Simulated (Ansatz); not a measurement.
Run on MgO (rocksalt type): DFT, PBE, PAW with Ansatz's default frozen-core files, scalar-relativistic (Ansatz 0.2.0). This run: cell relaxed at zero pressure.

The start is a guessed cell of a prototype that needn't be stable.

Command: `ansatz run input.yaml --threads 1 --pin off --max-ram 3584MiB --backend cpu --events-out ev --progress --plain --runs-dir out` It took 9.3 s on 1 thread of Intel(R) Xeon(R) 6975P-C (Granite Rapids) (shared host), peak memory 0.39 GiB.

```yaml
crystal:
  lattice:
    - [0.0, 2.15443469, 2.15443469]
    - [2.15443469, 0.0, 2.15443469]
    - [2.15443469, 2.15443469, 0.0]
  atoms:
    - { symbol: Mg, position: [0.0, 0.0, 0.0] }
    - { symbol: O, position: [0.5, 0.5, 0.5] }
kpoints:
  mp_grid: { grid: [16, 16, 16] }
scf:
  occupations: { method: fermi_dirac, width: 0.05 }
hamiltonian:
  xc: pbe
  pseudopotentials: { kind: paw }
output:
  forces: true
  stress: true
  write_density: true
  write_potential: true
  elf: true
  volumetric_format: npy
relax:
  f_tol: 0.005
  max_steps: 40
  cell: {}
```

Output:

```
Engine: ansatz 0.2.0
Pseudopotentials: kind: paw
Pseudopotential: Mg, paw, valence charge 10, recommended cutoff 420 eV (normal), Mg.paw.azcp
Pseudopotential: O, paw, valence charge 6, recommended cutoff 420 eV (normal), O.paw.azcp
Functional definition: PBE
  parameter kappa = 0.804
  parameter beta = 0.06672455060314922
  exchange = pbe_x(kappa = kappa, mu = beta*pi^2/3)
  correlation = pbe_c(beta = beta)
Crystal: 2 atoms, lattice volume = 20.000 Å³
Basis set: ecut = 420 eV, 387 PW (Γ), exchange–correlation on 48×48×48 points (8 copies of the dense FFT grid, shifted against one another)
Bands: 12, of which v1, the nominal top of the filled ones, is band 8 counted from 1 (7 counted from 0)
Symmetry: 48 space group operations
Space group: Fm-3m (ITA 225), of the structure as read, at distance tolerance 2.7e-5 Å
k-points: 145 of 4096
Non-local potential: Mg, projectors of the file, l = 0: 3, l = 1: 2, l = 2: 1
Non-local potential: O, projectors of the file, l = 0: 2, l = 1: 2, l = 2: 1
PAW form: soft (Blöchl's): semilocal exchange-correlation on the pseudo side does not see the compensation charge
PAW one-centre angular grid: Mg, 110 points (default); XC on 64 Gauss nodes
PAW one-centre angular grid: O, 110 points (default); XC on 64 Gauss nodes
Initial density: superposition of atomic densities (neutral atoms: chi_scale 0, normalization atom), corrected by the library's trained network
Initial wavefunctions: pseudopotential atomic-orbital guess
Functional: x = pbe(κ = 0.804, μ = 0.2195149727645171), c = pbe(β = 0.06672455060314922)
SCF iter   1: F=—  HF=-2494.125849 eV  |F-HF|=—  |Δ(HF+E_count)|=         —  Δρ=9.49e-4  dr2=1.23e-4  ethr=1.77e-3  ⟨swp⟩=5.7  Hψ=9959  notcnv=0
preconditioner: auto → none  [insulator: Δε(μ)=4.113 eV  Ē_g=17.770 eV  σ=0.050 eV  W_gap=1.00  n_scr=8 (ndim 8)  ℏωp=23.5 eV  f_vac=0.000  D(μ)=0.00/eV (n_scr^D=0)  ε∞_Penn≈2.7]
SCF iter   2: F=—  HF=-2494.125952 eV  |F-HF|=—  |Δ(HF+E_count)|=   1.03e-4  Δρ=4.01e-4  dr2=1.31e-5  ethr=7.66e-7  ⟨swp⟩=2.9  Hψ=4317  notcnv=0
SCF iter   3: F=—  HF=-2494.125959 eV  |F-HF|=—  |Δ(HF+E_count)|=   6.41e-6  Δρ=2.03e-4  dr2=2.33e-6  ethr=8.18e-8  ⟨swp⟩=2.1  Hψ=2148  notcnv=0
SCF iter   4: F=—  HF=-2494.125976 eV  |F-HF|=—  |Δ(HF+E_count)|=   1.78e-5  Δρ=4.64e-5  dr2=2.98e-7  ethr=1.45e-8  ⟨swp⟩=2.0  Hψ=2320  notcnv=0
iter 5 did not close the SCF: its close was put off for the readings that it lacked (scf_convergence_deferred on its scf_iter line)
SCF iter   5: F=-2494.125976 eV  HF=-2494.125976 eV  |F-HF|=5.23e-8  |Δ(HF+E_count)|=   1.71e-8  Δρ=2.03e-5  dr2=6.31e-8  ethr=1.86e-9  ⟨swp⟩=1.2  Hψ=1803  notcnv=0
SCF iter   6: F=-2494.125976 eV  HF=-2494.125976 eV  |F-HF|=1.43e-8  |Δ(HF+E_count)|=   1.20e-8  Δρ=1.02e-5  dr2=1.68e-8  ethr=3.95e-10  ⟨swp⟩=6.0  Hψ=8941  notcnv=0
SCF 1 converged in 6 iterations: F = -2494.125976 eV  dr2 = 1.68e-8
  greatest PAW one-centre occupation: 1.000 electrons in one spin orbital (limit 2), on the Mg atom at site 0 (counted from 0), in its partial waves of l = 0
relax step   1: F+E_penalty+E_count = -2494.12597630 eV  Δ(F+E_penalty+E_count) = +0.000e0 eV  max|allowed force component| = 9.269e-30 eV/Å  Δτ_max = 0.0000 Å  P = -5.313 GPa  Ω = 20.000 Å³  (6 SCF iters, dr2 threshold 1.00e-7 eV, accepted)
Crystal: 2 atoms, lattice volume = 19.649 Å³
Initial density: handed on by an earlier stage of this run
Initial wavefunctions: those handed on with the density
iter 1 solved again at ethr=2.57e-6 eV; its pass at ethr=3.10e-3 eV (dr2=4.11e-4 eV) is discarded
SCF iter   1: F=—  HF=-2494.136395 eV  |F-HF|=—  |Δ(HF+E_count)|=         —  Δρ=1.62e-3  dr2=4.02e-4  ethr=2.57e-6  ⟨swp⟩=2.2  Hψ=12306  notcnv=0
preconditioner: auto → none  [insulator: Δε(μ)=4.273 eV  Ē_g=17.968 eV  σ=0.050 eV  W_gap=1.00  n_scr=8 (ndim 8)  ℏωp=23.7 eV  f_vac=0.000  D(μ)=0.00/eV (n_scr^D=0)  ε∞_Penn≈2.7]
SCF iter   2: F=—  HF=-2494.136291 eV  |F-HF|=—  |Δ(HF+E_count)|=   1.04e-4  Δρ=5.82e-4  dr2=5.67e-5  ethr=2.51e-6  ⟨swp⟩=2.5  Hψ=2296  notcnv=0
SCF iter   3: F=—  HF=-2494.136274 eV  |F-HF|=—  |Δ(HF+E_count)|=   1.69e-5  Δρ=1.08e-4  dr2=1.72e-6  ethr=3.54e-7  ⟨swp⟩=2.0  Hψ=2271  notcnv=0
iter 4 did not close the SCF: its close was put off for the readings that it lacked (scf_convergence_deferred on its scf_iter line)
SCF iter   4: F=-2494.136274 eV  HF=-2494.136274 eV  |F-HF|=6.84e-9  |Δ(HF+E_count)|=   6.38e-7  Δρ=9.50e-6  dr2=1.84e-8  ethr=1.07e-8  ⟨swp⟩=2.0  Hψ=2290  notcnv=0
iter 5 did not close the SCF: its close was put off for the readings that it lacked (scf_convergence_deferred on its scf_iter line)
SCF iter   5: F=-2494.136274 eV  HF=-2494.136274 eV  |F-HF|=8.53e-10  |Δ(HF+E_count)|=   1.82e-9  Δρ=2.98e-6  dr2=8.83e-10  ethr=1.15e-10  ⟨swp⟩=2.5  Hψ=2471  notcnv=0
SCF iter   6: F=-2494.136274 eV  HF=-2494.136274 eV  |F-HF|=3.64e-12  |Δ(HF+E_count)|=  3.56e-10  Δρ=1.70e-7  dr2=1.50e-12  ethr=5.52e-12  ⟨swp⟩=4.3  Hψ=8138  notcnv=0
SCF 2 converged in 6 iterations: F = -2494.136274 eV  dr2 = 1.50e-12
relax step   2: F+E_penalty+E_count = -2494.13627448 eV  Δ(F+E_penalty+E_count) = -1.030e-2 eV  max|allowed force component| = 5.276e-30 eV/Å  Δτ_max = 0.0000 Å  P = -2.864 GPa  Ω = 19.649 Å³  energy of the carried Pulay correction = +1.314e-3 eV  (6 SCF iters, dr2 threshold 2.00e-7 eV, accepted)
Crystal: 2 atoms, lattice volume = 19.255 Å³
Basis set: ecut = 420 eV, 339 PW (Γ), exchange–correlation on 48×48×48 points (8 copies of the dense FFT grid, shifted against one another)
iter 1 solved again at ethr=3.36e-6 eV; its pass at ethr=3.10e-3 eV (dr2=5.37e-4 eV) is discarded
SCF iter   1: F=—  HF=-2494.141351 eV  |F-HF|=—  |Δ(HF+E_count)|=         —  Δρ=1.93e-3  dr2=5.61e-4  ethr=3.36e-6  ⟨swp⟩=1.3  Hψ=12478  notcnv=0
preconditioner: auto → none  [insulator: Δε(μ)=4.462 eV  Ē_g=18.199 eV  σ=0.050 eV  W_gap=1.00  n_scr=8 (ndim 8)  ℏωp=23.9 eV  f_vac=0.000  D(μ)=0.00/eV (n_scr^D=0)  ε∞_Penn≈2.7]
SCF iter   2: F=—  HF=-2494.141203 eV  |F-HF|=—  |Δ(HF+E_count)|=   1.48e-4  Δρ=6.84e-4  dr2=7.71e-5  ethr=3.36e-6  ⟨swp⟩=2.5  Hψ=2261  notcnv=0
SCF iter   3: F=—  HF=-2494.141183 eV  |F-HF|=—  |Δ(HF+E_count)|=   2.02e-5  Δρ=1.28e-4  dr2=2.27e-6  ethr=4.82e-7  ⟨swp⟩=2.0  Hψ=2288  notcnv=0
[... lines left out ...]
SCF iter   1: F=—  HF=-2494.138946 eV  |F-HF|=—  |Δ(HF+E_count)|=         —  Δρ=1.79e-5  dr2=8.37e-9  ethr=1.38e-7  ⟨swp⟩=2.9  Hψ=14517  notcnv=0
eigensolver tolerance schedule: the retry pair's looser diagonalisation over-reported the residual by 2643.56 of it (diagonalisation noise at 0.13 of the residual, at the tolerance the schedule requests for it); recorded, not acted on — ethr = c·dr2/N_el stays at c = 1.0e-1
preconditioner: auto → none  [insulator: Δε(μ)=4.460 eV  Ē_g=18.200 eV  σ=0.050 eV  W_gap=1.00  n_scr=8 (ndim 8)  ℏωp=23.9 eV  f_vac=0.000  D(μ)=0.00/eV (n_scr^D=0)  ε∞_Penn≈2.7]
SCF iter   2: F=—  HF=-2494.138932 eV  |F-HF|=—  |Δ(HF+E_count)|=   1.36e-5  Δρ=8.78e-6  dr2=1.86e-9  ethr=5.23e-11  ⟨swp⟩=2.0  Hψ=2904  notcnv=0
SCF iter   3: F=—  HF=-2494.138932 eV  |F-HF|=—  |Δ(HF+E_count)|=   4.83e-9  Δρ=1.57e-6  dr2=2.37e-10  ethr=1.17e-11  ⟨swp⟩=2.2  Hψ=2710  notcnv=0
SCF iter   4: F=—  HF=-2494.138932 eV  |F-HF|=—  |Δ(HF+E_count)|=  9.09e-11  Δρ=5.51e-7  dr2=2.31e-11  ethr=1.48e-12  ⟨swp⟩=2.7  Hψ=2859  notcnv=0
iter 5 did not close the SCF: its close was put off for the readings that it lacked (scf_convergence_deferred on its scf_iter line)
SCF iter   5: F=-2494.138932 eV  HF=-2494.138932 eV  |F-HF|=4.55e-13  |Δ(HF+E_count)|=  8.19e-12  Δρ=4.67e-8  dr2=2.73e-13  ethr=1.00e-12  ⟨swp⟩=1.0  Hψ=1740  notcnv=0
SCF iter   6: F=-2494.138932 eV  HF=-2494.138932 eV  |F-HF|=4.55e-13  |Δ(HF+E_count)|=  4.55e-13  Δρ=4.81e-9  dr2=1.26e-15  ethr=1.00e-12  ⟨swp⟩=3.5  Hψ=5876  notcnv=0
SCF 7 converged in 6 iterations: F = -2494.138932 eV  dr2 = 1.26e-15
relax step   7: F+E_penalty+E_count = -2494.13893240 eV  Δ(F+E_penalty+E_count) = +1.551e-4 eV  max|allowed force component| = 5.958e-30 eV/Å  Δτ_max = 0.0000 Å  P = -0.009 GPa  Ω = 19.244 Å³  stress off target by 8.84e-3 GPa  SCF on the basis re-selected at this cell (its energy is not comparable with the rows above)  (6 SCF iters)
basis re-selected at this cell: Δ(F+E_penalty+E_count) = +1.551e-4 eV, ΔP = -0.007 GPa vs the last step (what re-selecting the basis moved, of the pressure what is left beyond the Pulay correction that the steps carried, after the strain that the cell walked since its last selection, with what the two solves' SCF thresholds leave and, on support functions, any second-order correction that the steps lacked; it is no measure of the basis error at this ecutwfc). This SCF's stress stands 8.84e-3 GPa from its target on what of the cell is left free (relax.cell.stress_tol is 5.00e-2 GPa) and its largest allowed force component is 5.96e-30 eV/Å (relax.f_tol is 5.00e-3 eV/Å): within both
SCF converged after 6 iterations
Free energy (F): -2494.138932 eV
Harris-Foulkes:  -2494.138932 eV  (|F-HF|=4.55e-13)
Internal energy: -2494.138932 eV  (E = F + TS)
E sigma→0 (E₀):  -2494.138932 eV
Fermi energy:    10.090595 eV
--- Per-component energies (eV) ---
  E_band       = -298.671363
  E_kinetic    = 255.002412
  E_local      = -1621.030997  (includes V_loc(G=0)·N_el)
  E_nonlocal   = 142.754888
  E_hartree    = 560.988354
  E_xc         = -105.022413
  E_vxc        = -134.565686  (∫ρ·V_xc dr)
  E_paw        = -450.144041  (= ΣΔE_a)
  E_vpaw       = -62.811159  (= ΣTr[D̂ρ^β])
  E_aug_tail   = 0.002471  (compensation charges beyond the density's cutoff)
  E_ewald      = -1276.689606
  E_smearing   = -0.000000  (= −TS)
  E_closure    = 0.000000  (closes the sum)
  Σ components = -2494.138932   (vs F -2494.138932, Δ=0.00e0)
--- Forces (eV/Å), atoms counted from 1 ---
  atom   1  Mg    -0.00000000     0.00000000    -0.00000000
  atom   2  O      0.00000000    -0.00000000    -0.00000000
  max |Σ_I F_I| component: 1.12e-29 eV/Å
--- Stress (GPa, compression-positive) ---
       -0.008840      -0.000000      -0.000000
       -0.000000      -0.008840      -0.000000
       -0.000000      -0.000000      -0.008840
  P = ⅓ Tr σ = -0.0088 GPa (-0.088 kbar)
--- Band table (eV; the first three rows and the last of 145) ---
  k-point 0: bands = ["-64.6296", "-31.3540", "-31.3540", "-31.3540", "-9.3318", "7.7730", "7.7730", "7.7730", "12.2331", "23.4230", "23.4230", "23.4230"]
  k-point 1: bands = ["-64.6293", "-31.3570", "-31.3544", "-31.3544", "-9.2910", "7.4976", "7.7469", "7.7469", "12.5033", "22.8158", "23.5161", "23.5161"]
  k-point 2: bands = ["-64.6285", "-31.3653", "-31.3552", "-31.3552", "-9.1723", "6.8313", "7.6749", "7.6749", "13.1492", "21.7478", "23.7625", "23.7625"]
  k-point 144: bands = ["-64.6196", "-31.3993", "-31.3993", "-31.3814", "-7.8194", "4.9310", "4.9310", "6.0607", "19.2321", "19.2321", "19.5987", "22.9238"]
--- Relaxed structure (5 steps of the walk, 5 accepted, 2 SCFs on fresh bases) ---
  F+E_penalty+E_count = -2494.13893240 eV   max|allowed force component| = 5.958e-30 eV/Å   (the final SCF, on the basis selected at the relaxed cell)
  cell:  # Å, volume = 19.2441 Å³
    - [-2.261071339597418e-33, 2.1269431585094893, 2.1269431585094893]
    - [2.1269431585094893, -7.260905146876216e-34, 2.1269431585094893]
    - [2.1269431585094893, 2.1269431585094893, -5.923369988241125e-34]
  atoms:
    - { symbol: Mg, position: [3.724739551873495e-36, -2.5607584419261813e-36, -3.491943329877934e-36] }
    - { symbol: O, position: [0.5, 0.5, 0.5] }
```

Next run (rocksalt relaxed under pressure), as changes to the input before:

```diff
   lattice:
-    - [0.0, 2.15443469, 2.15443469]
-    - [2.15443469, 0.0, 2.15443469]
-    - [2.15443469, 2.15443469, 0.0]
+    - [0.0, 2.0761092333, 2.0761092333]
+    - [2.0761092333, 0.0, 2.0761092333]
+    - [2.0761092333, 2.0761092333, 0.0]
   atoms:
   stress: true
-  write_density: true
-  write_potential: true
-  elf: true
-  volumetric_format: npy
+  eigenvalues: true
 relax:
   max_steps: 40
-  cell: {}
+  cell: { p_target: 13.0, stress_tol: 0.03 }
```

Results part of the output:

```
basis re-selected at this cell: Δ(F+E_penalty+E_count) = +1.719e-4 eV, ΔP = -0.015 GPa vs the last step (what re-selecting the basis moved, of the pressure what is left beyond the Pulay correction that the steps carried, after the strain that the cell walked since its last selection, with what the two solves' SCF thresholds leave and, on support functions, any second-order correction that the steps lacked; it is no measure of the basis error at this ecutwfc). This SCF's stress stands 1.35e-2 GPa from its target on what of the cell is left free (relax.cell.stress_tol is 3.00e-2 GPa) and its largest allowed force component is 3.71e-30 eV/Å (relax.f_tol is 5.00e-3 eV/Å): within both
SCF converged after 6 iterations
Free energy (F): -2494.086247 eV
Harris-Foulkes:  -2494.086247 eV  (|F-HF|=5.00e-12)
Internal energy: -2494.086247 eV  (E = F + TS)
E sigma→0 (E₀):  -2494.086247 eV
Fermi energy:    11.389168 eV
--- Per-component energies (eV) ---
  E_band       = -282.917501
  E_kinetic    = 257.203641
  E_local      = -1573.853068  (includes V_loc(G=0)·N_el)
  E_nonlocal   = 142.915340
  E_hartree    = 544.267535
  E_xc         = -105.715437
  E_vxc        = -135.512854  (∫ρ·V_xc dr)
  E_paw        = -449.990193  (= ΣΔE_a)
  E_vpaw       = -62.208245  (= ΣTr[D̂ρ^β])
  E_aug_tail   = 0.002588  (compensation charges beyond the density's cutoff)
  E_ewald      = -1308.916654
  E_smearing   = -0.000000  (= −TS)
  E_closure    = 0.000000  (closes the sum)
  Σ components = -2494.086247   (vs F -2494.086247, Δ=0.00e0)
--- Forces (eV/Å), atoms counted from 1 ---
  atom   1  Mg    -0.00000000     0.00000000     0.00000000
  atom   2  O      0.00000000     0.00000000     0.00000000
  max |Σ_I F_I| component: 7.30e-30 eV/Å
--- Stress (GPa, compression-positive) ---
       12.986508      -0.000000      -0.000000
       -0.000000      12.986508      -0.000000
       -0.000000      -0.000000      12.986508
  P = ⅓ Tr σ = 12.9865 GPa (129.865 kbar)
--- Band table (eV; the first three rows and the last of 145) ---
  k-point 0: bands = ["-63.4329", "-30.1476", "-30.1476", "-30.1476", "-8.7787", "8.7090", "8.7090", "8.7090", "13.9031", "24.7899", "24.7899", "24.7899"]
  k-point 1: bands = ["-63.4325", "-30.1517", "-30.1480", "-30.1480", "-8.7319", "8.4315", "8.6801", "8.6801", "14.1679", "24.1695", "24.8938", "24.8938"]
  k-point 2: bands = ["-63.4313", "-30.1631", "-30.1491", "-30.1491", "-8.5959", "7.7419", "8.5985", "8.5985", "14.8098", "23.0878", "25.1739", "25.1739"]
  k-point 144: bands = ["-63.4185", "-30.2085", "-30.2085", "-30.1845", "-7.0347", "5.6356", "5.6356", "6.8609", "20.6808", "20.6808", "21.4482", "24.8603"]
--- Relaxed structure (3 steps of the walk, 3 accepted, 1 SCFs on fresh bases) ---
  F+E_penalty+E_count = -2494.08624689 eV   max|allowed force component| = 3.714e-30 eV/Å   (the final SCF, on the basis selected at the relaxed cell)
  cell:  # Å, volume = 17.8574 Å³
    - [-8.279979553455335e-34, 2.0745753477887376, 2.0745753477887376]
    - [2.0745753477887376, 6.031596884447646e-34, 2.0745753477887376]
    - [2.0745753477887376, 2.0745753477887376, 2.0826835589535626e-34]
  atoms:
    - { symbol: Mg, position: [1.5098683401765837e-37, -1.8118420082181486e-37, -3.019736680394158e-37] }
    - { symbol: O, position: [0.5, 0.5, 0.5] }
```

Next run (CsCl relaxed under pressure), as changes to the input before:

```diff
   lattice:
-    - [0.0, 2.0761092333, 2.0761092333]
-    - [2.0761092333, 0.0, 2.0761092333]
-    - [2.0761092333, 2.0761092333, 0.0]
+    - [2.5615545654, 0.0, 0.0]
+    - [0.0, 2.5615545654, 0.0]
+    - [0.0, 0.0, 2.5615545654]
   atoms:
 kpoints:
-  mp_grid: { grid: [16, 16, 16] }
+  mp_grid: { grid: [14, 14, 14] }
 scf:
```

Command: `ansatz run input.yaml --threads 1 --pin off --max-ram 3584MiB --backend cpu --events-out ev --progress --plain --runs-dir out` It took 7.5 s on 1 thread of Intel(R) Xeon(R) 6975P-C (Granite Rapids), with other jobs on the host, peak memory 0.35 GiB.

Results part of the output:

```
basis re-selected at this cell: Δ(F+E_penalty+E_count) = -1.060e-4 eV, ΔP = +0.005 GPa vs the last step (what re-selecting the basis moved, of the pressure what is left beyond the Pulay correction that the steps carried, after the strain that the cell walked since its last selection, with what the two solves' SCF thresholds leave and, on support functions, any second-order correction that the steps lacked; it is no measure of the basis error at this ecutwfc). This SCF's stress stands 1.63e-2 GPa from its target on what of the cell is left free (relax.cell.stress_tol is 3.00e-2 GPa) and its largest allowed force component is 1.17e-30 eV/Å (relax.f_tol is 5.00e-3 eV/Å): within both
SCF converged after 8 iterations
Free energy (F): -2492.581243 eV
Harris-Foulkes:  -2492.581243 eV  (|F-HF|=4.55e-13)
Internal energy: -2492.581243 eV  (E = F + TS)
E sigma→0 (E₀):  -2492.581243 eV
Fermi energy:    12.376416 eV
--- Per-component energies (eV) ---
  E_band       = -277.690257
  E_kinetic    = 256.617235
  E_local      = -1513.449018  (includes V_loc(G=0)·N_el)
  E_nonlocal   = 142.959220
  E_hartree    = 517.256291
  E_xc         = -105.574603
  E_vxc        = -135.344626  (∫ρ·V_xc dr)
  E_paw        = -450.190513  (= ΣΔE_a)
  E_vpaw       = -62.988061  (= ΣTr[D̂ρ^β])
  E_aug_tail   = 0.002412  (compensation charges beyond the density's cutoff)
  E_ewald      = -1340.202266
  E_smearing   = -0.000000  (= −TS)
  E_closure    = -0.000000  (closes the sum)
  Σ components = -2492.581243   (vs F -2492.581243, Δ=0.00e0)
--- Forces (eV/Å), atoms counted from 1 ---
  atom   1  Mg     0.00000000    -0.00000000     0.00000000
  atom   2  O      0.00000000    -0.00000000     0.00000000
  max |Σ_I F_I| component: 2.40e-30 eV/Å
--- Stress (GPa, compression-positive) ---
       13.016315      -0.000000       0.000000
       -0.000000      13.016315       0.000000
       -0.000000      -0.000000      13.016315
  P = ⅓ Tr σ = 13.0163 GPa (130.163 kbar)
--- Band table (eV; the first three rows and the last of 120) ---
  k-point 0: bands = ["-63.8993", "-30.5766", "-30.5766", "-30.5766", "-8.0452", "9.7454", "9.7454", "9.7454", "13.8108", "21.3687", "21.3687", "31.9491"]
  k-point 1: bands = ["-63.8985", "-30.5846", "-30.5759", "-30.5759", "-7.9887", "9.2717", "9.7668", "9.7668", "14.1488", "21.4782", "21.5145", "31.8484"]
  k-point 2: bands = ["-63.8962", "-30.6067", "-30.5739", "-30.5739", "-7.8257", "8.2047", "9.8283", "9.8283", "14.8666", "21.8058", "21.8334", "31.5497"]
  k-point 119: bands = ["-63.8515", "-30.6872", "-30.6872", "-30.6872", "-4.8338", "6.9538", "6.9538", "6.9538", "18.5448", "18.5448", "18.5448", "28.0034"]
--- Relaxed structure (5 steps of the walk, 5 accepted, 2 SCFs on fresh bases) ---
  F+E_penalty+E_count = -2492.58124308 eV   max|allowed force component| = 1.167e-30 eV/Å   (the final SCF, on the basis selected at the relaxed cell)
  cell:  # Å, volume = 17.3732 Å³
    - [2.5899589940933256, 1.0953726558702402e-33, -2.688277214040516e-34]
    - [1.0311749910573324e-33, 2.5899589940933256, 3.209883240645393e-35]
    - [-7.824090399073146e-34, 3.209883240645393e-35, 2.5899589940933256]
  atoms:
    - { symbol: Mg, position: [3.2580592029570623e-34, -1.5037196321340062e-34, -1.2530996934432955e-35] }
    - { symbol: O, position: [0.5, 0.5, 0.5] }
```
